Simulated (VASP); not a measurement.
Set up this calculation in VASP 6.6.1, as the native input.

```
Task                   : single point
Functional             : PBE
Dispersion             : D3(BJ)
Potentials or basis    : VASP PAW PBE potentials, release 64 (C, N, H)
Cutoff                 : 520 eV
k mesh                 : 1 × 1 × 1
Occupations            : fermi-dirac, width 0.05 eV
Spin                   : no spin polarisation
Dipole correction      : no
Further INCAR settings : LREAL = Auto; ALGO = Fast; EDIFF = 1e-06; NBANDS = 72
```

The structure of H3C2N lies in POSCAR:

```
H3C2N
1.0
    7.4745810000      0.0000000000      0.0000000000
    0.0000000000      7.4745810000      0.0000000000
    0.0000000000      0.0000000000      7.4745810000
C N H
12 6 18
Direct
    0.6840651001      0.7217260740      0.4675044661
    0.6348717072      0.8924379841      0.5414484103
    0.1200602415      0.3685825333     -0.0564044995
    0.2416991668      0.3871922720      0.1041396167
    0.8029480181      0.8004997203     -0.0183287866
    0.6740310928      0.6615086518     -0.0496884039
    0.7288836659      0.2647104901      0.3349886770
    0.8154035658      0.3285000189      0.4948237232
    0.2070082591      0.6801317693      0.4943554696
    0.1002865579      0.8252368929      0.4183110732
    0.2870261223     -0.0604448597      0.9134023700
    0.4000759374     -0.0676693449      1.0657052215
    0.5653694836      1.0079494757      0.6142551669
    0.3338648681      0.3670707428      0.2311166338
    0.5608341123      0.5604595094     -0.0997915468
    0.9059638259      0.3942963492      0.5992844281
    0.0176464741      0.9497923696      0.3688768641
    0.4752105837     -0.0689536979      1.1987561577
    0.7034374234      0.6366510711      0.5906284245
    0.5712962372      0.6824596589      0.3820147243
    0.8127947239      0.7345160886      0.4017482719
    0.1893484063      0.3491700739     -0.1902715350
    0.0372060989      0.2595195637     -0.0351992975
    0.0348514519      0.4852579696     -0.0762049405
    0.7300609894      0.9261388699     -0.0643514332
    0.8578808632      0.7921112903      0.1162740761
    0.9191150648      0.8102527754     -0.1151502673
    0.7430383054      0.3594181400      0.2189420384
    0.7921514263      0.1426166898      0.2927789531
    0.5985887369      0.2102726561      0.3386410556
    0.1068019732      0.5720722004      0.5225443406
    0.2897018575      0.6580970893      0.3799276508
    0.2888723796      0.7061131587      0.6138805640
    0.3432566989     -0.0106895624      0.7917634447
    0.2545159388     -0.2044261745      0.8781228005
    0.1654540903      0.0165628013      0.9561873769
```

The cell was built by a generator and needn't be a form met in nature.

The input as run:

INCAR

```
PREC = Accurate
ENCUT = 520
EDIFF = 1E-6
ISMEAR = -1
SIGMA = 0.05
LREAL = Auto
LASPH = T
NELM = 80
ALGO = Fast
ISIF = 2
LWAVE = F
LCHARG = F
GGA = PE
IVDW = 12
NBANDS = 72
```

KPOINTS

```
regular mesh
0
Gamma
  1 1 1
```

Potentials or basis: VASP PAW PBE potentials, release 64 (C, N, H).

Run with:

```sh
$ cat potpaw_PBE.64/C/POTCAR potpaw_PBE.64/N/POTCAR potpaw_PBE.64/H/POTCAR > POTCAR
$ mpirun -np 1 vasp_gam > vasp.out
```

Results of the run:

The pressure is 1.2 GPa, the largest force is 3.422 eV/Å and the band gap on the k mesh is 5.91 eV, direct. The dispersion energy per atom is -0.057 eV.

Caveat: the standard files for N, O and F lose accuracy on very short bonds.

Wall time 59 s on 1 thread of Intel(R) Xeon(R) Platinum 8488C (Sapphire Rapids) (shared host), peak memory 0.41 GiB.
